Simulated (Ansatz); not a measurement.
# CuO in Ansatz: the effect of target pressure

Crystal: CuO.

```
Cu O
1.0
     4.16094    0.00000    0.00000
     0.00000    4.16094    0.00000
     0.00000    0.00000    3.88764
Cu O
3 3
Direct
  0.97755 0.98817 0.96033
  0.03967 0.52611 0.51817
  0.48116 0.99342 0.50592
  0.01104 0.50282 0.97548
  0.46136 0.98875 0.98674
  0.02922 0.00073 0.55336
```

The cell comes from a database or a generator and needn't be the stable form of this composition.

The cell isn't the ideal one: all atoms moved at random, sigma 0.1 Å a component.

Alike in all runs:

* Program: Ansatz 0.2.0
* Task: relaxation of cell and atoms
* Functional: r2SCAN
* Potentials or basis: Ansatz PAW
* Cutoff: 500 eV (not typed: the program's choice for these potentials)
* k mesh: 7 × 7 × 7
* Occupations: fermi-dirac, width 0.05 eV
* Spin: no spin polarisation

Each run relaxes the cell or the atoms first.

**Question.** One run gave: relaxed volume 10.18 Å³/atom. Which target pressure did it use?
A. 5 GPa
B. 2 GPa
C. 10 GPa
D. 0 GPa

**Answer.** C.

```csv
target pressure,relaxed volume (Å³/atom)
0 GPa,10.88
2 GPa,10.71
5 GPa,10.49
10 GPa,10.18
```

Caveats: the plane-wave basis is chosen anew once the cell has moved, so the energies of steps on either side of that aren't comparable; an odd number of electrons without spin polarisation forces a metal; a magnetic or distorted state may lie lower; the run has no spin polarisation, though such a crystal can be magnetic; the PAW data sets come from PBE, with cores solved anew for the run's functional, which leaves a small shift of forces and pressure.
